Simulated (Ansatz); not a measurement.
Computed with DFT PBE, scalar-relativistic, plane waves, PAW (Ansatz). Settings: cutoff 420 eV, Γ-centred meshes spaced at most about 0.3 Å⁻¹, and about 0.25 Å⁻¹ or finer for metals (2π included), Gaussian smearing. No spin polarisation.

All energies are static (0 K, no zero-point motion).

Compare these two cells of TaH₄, each relaxed at this level.

1.

```xyz
5
Lattice="-2.2748 2.2748 1.4468 2.2748 -2.2748 1.4468 2.2748 2.2748 -1.4468" Properties=species:S:1:pos:R:3 pbc="T T T"
Ta    0.0000    0.0000    1.4468
H     3.2295    0.4993    0.0000
H     1.7755    0.9547    1.4468
H     0.4993    1.3202    0.0000
H    -0.9547    1.7755    1.4468
```

2.

```xyz
10
Lattice="2.8387 0.0000 0.0000 1.3538 2.4980 0.0000 0.6075 -0.2430 18.3545" Properties=species:S:1:pos:R:3 pbc="T T T"
Ta    4.1792    2.4793    0.0080
Ta    0.3402   -0.1140    9.1678
H     3.0408   -0.0284   14.0098
H     4.0555    2.2939    4.8196
H     2.0652    2.1919   13.5352
H     0.3691    0.0859    4.3489
H     3.1228    1.5435   10.3117
H     2.7694    1.6388    1.1520
H     2.0041    0.5788   17.2185
H     1.7500    0.7265    8.0237
```

Task: Which would you expect to be lower, and how large is the difference?

Result: Cell 2 is lower, by 53 meV/atom. Cell 1 has Ta and H ordered on fcc sites, space group I4/m (No. 87), 6.0 Å³/atom and no gap on its mesh; cell 2 has space group P1 (No. 1), 13.0 Å³/atom and no gap. Counting H atoms around Ta (those within 1.25 times the shortest such distance or 1.15 times the sum of covalent radii, 1.27 where that leaves under three), cell 1 has Ta 12 and cell 2 has Ta 6. Cell 2 holds H–H pairs as short as in free H₂ molecules (shortest 0.75 Å); in cell 1 the shortest H–H distance is 1.96 Å. Even the lower one lies +0.10 eV/atom against the reference forms of the elements (uncorrected), a margin that errors in the energy of the gaseous reference can exceed. In cell 1, Ta has 12 H at 2.02 Å and 2 Ta at 2.89 Å; around H lie 9 H at 1.96–2.15 Å and 3 Ta at 2.02 Å. In cell 2, around Ta on its first site lie 6 H at 2.00–2.01 Å and 6 Ta at 2.84–2.91 Å; Ta on its second site has 6 H at 2.00–2.01 Å and 6 Ta at 2.84–2.91 Å; around H on its first site lies 1 H at 0.75 Å; 7 more sites not described. Origin: cell 1, invented; cell 2, invented, then shaken at random and relaxed again. The lowest form computed isn't among them: it has space group Immm (No. 71), 6.5 Å³/atom and lies 56 meV/atom below the best shown.

Weakly bound directions are ill-defined at this level, which has no dispersion term (P1), and this can change margins and order among such cells. Spin–orbit coupling, which can matter for Ta, is left out. With hydrogen, zero-point motion can shift such differences by 10 meV/atom or more. Cells relaxed within their symmetry can be saddle points. Some structure types and database cells were kept out of the candidates from the start, so a known form may be missing.
